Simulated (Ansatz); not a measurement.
Runs of Ansatz 0.2.0 on TiSi2. Symmetry: Fddd, No. 70, orthorhombic system. Conventional cell: a = 4.779 Å, b = 8.235 Å, c = 8.526 Å, α = 90.00°, β = 90.00°, γ = 90.00°. Ti (site symmetry 222) has 10 Si at 2.55 to 2.78 Å as nearest neighbours. Si (site symmetry 2) has 5 Si at 2.52 to 2.79 Å and 5 Ti at 2.55 to 2.78 Å as nearest neighbours. The cell is a database's computed one.

| level | cell | target pressure (GPa) | gap on the mesh (eV) | pressure (GPa) | relaxed volume (Å³/atom) |
| --- | --- | --- | --- | --- | --- |
| LDA | relaxed to 20 GPa | 20 | none | 20.0 | - |
| LDA | relaxed | - | none | 0.0 | (a) |
| PBEsol | relaxed | - | none | 0.0 | 13.78 |
| LDA | relaxed to 10 GPa | 10 | none | 10.0 | - |
| LDA | relaxed to 30 GPa | 30 | none | 30.0 | - |

Alike in all rows: task relaxation of cell and atoms; potentials or basis Ansatz PAW; no spin polarisation; k mesh 5 × 5 × 5; cutoff (eV) 420; smearing fermi-dirac 0.05 eV.

Problem. Estimate the missing entries.

Solution. (a) 13.49.

Caveats: the plane-wave basis is chosen anew once the cell has moved, so the energies of steps on either side of that aren't comparable; the PAW data sets come from PBE, with cores solved anew for the run's functional, which leaves a small shift of forces and pressure; the volume moved by over 15 % at a fixed basis, so the end points are rough (some runs).

A gap of «none» marks a metal or a gap under the smearing width.

Runs at the PBE level aren't shown here.
